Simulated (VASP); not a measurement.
The system is InP.

```
CELL_PARAMETERS angstrom
0.00000 2.93050 2.93050
2.93050 0.00000 2.93050
2.93050 2.93050 0.00000
ATOMIC_POSITIONS crystal
In 0.00000 0.00000 0.00000
P 0.75000 0.75000 0.75000
```

- Program: VASP 6.6.1
- Task: relaxation of cell and atoms
- Functional: r2SCAN
- Potentials or basis: VASP PAW PBE potentials, release 64 (In_d, P)
- Cutoff: 600 eV
- k mesh: 8 × 8 × 8
- Occupations: gaussian, width 0.05 eV
- Spin: no spin polarisation

At the start: pressure 1.6 GPa; volume 25.17 Å³/atom.

Where does the relaxation end?

Over 3 steps the energy falls by 2.8 meV/atom and the volume is 25.73 Å³/atom (+2.2 %); space group F-43m (No. 216, to 0.05 Å).

The path:
| step | energy change (eV) | largest force (eV/Å) | pressure (GPa) | volume (Å³) |
| --- | --- | --- | --- | --- |
| 1 | 0.0000 | 0.0000 | 1.60 | 50.33 |
| 2 | -0.0034 | 0.0000 | -0.90 | 52.19 |
| 3 | -0.0055 | 0.0000 | 0.01 | 51.46 |

Final structure:
```
In P
1.0
     0.00000    2.95216    2.95216
     2.95216    0.00000    2.95216
     2.95216    2.95216    0.00000
In P
1 1
Cartesian
  0.0000 0.0000 0.0000
  4.4282 4.4282 4.4282
```

Caveat: the PAW data sets were made with another functional, which shifts forces and pressure a little.
